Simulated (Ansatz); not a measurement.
Set up this calculation in Ansatz 0.2.0, as the native input.

```yaml
Task: density of states
Functional: PBE
Dispersion: D4
Potentials_or_basis: PseudoDojo stringent (PBE files)
Cutoff: 1633 eV
Density_cutoff: 6531 eV
k_mesh: 8 × 8 × 8
Occupations: tetrahedron
Spin: no spin polarisation
```

Crystal: CdSe.

```
Cd Se
1.0
     0.00000    2.87396    2.87396
     2.87396    0.00000    2.87396
     2.87396    2.87396    0.00000
Cd Se
1 1
Direct
  0.00000 0.00000 0.00000
  0.50000 0.50000 0.50000
```

Measurements of this composition are mostly on another form, of space group No. 186.

The input as run:

input.yaml

```yaml
crystal:
  lattice: { a: 5.747916, b: 5.747916, c: 5.747916, alpha: 90.0, beta: 90.0, gamma: 90.0 }
  space_group: 225
  reduce_to_primitive: true
  atoms:
    - { symbol: Cd, wyckoff: "4a", position: [0.0, 0.0, 0.0] }
    - { symbol: Se, wyckoff: "4b", position: [0.5, 0.0, 0.0] }
hamiltonian:
  xc: pbe
  pseudopotentials: { kind: nc, accuracy: stringent }
  dispersion: d4
kpoints:
  mp_grid: { grid: [8, 8, 8] }
scf:
  occupations: { method: tetrahedron }
  n_extra_bands: 6
output:
  forces: true
  stress: true
  dos: { projected: false, de: 0.05, nscf_kmesh: { grid: [12, 12, 12] } }
```

Potentials or basis: PseudoDojo stringent (PBE files).

The run is started by

```console
$ ansatz run input.yaml --threads 1 --pin off --max-ram 2560MiB --backend cpu --events-out ev --progress --plain --runs-dir out
```

Results of the run:

```
Pressure                             : -2.9 GPa
Band gap on the k mesh               : none (metal or under the smearing width)
Density of states at the Fermi level : 0.41 states/eV per cell
```

Caveat: pairwise dispersion overbinds metals, which lowers pressure and volume; with tetrahedron occupations forces and stress needn't match the slope of the energy.

Wall time 11 s on 1 thread of INTEL(R) XEON(R) PLATINUM 8581C CPU @ 2.30GHz (Emerald Rapids), with other jobs on the host, peak memory 0.65 GiB.
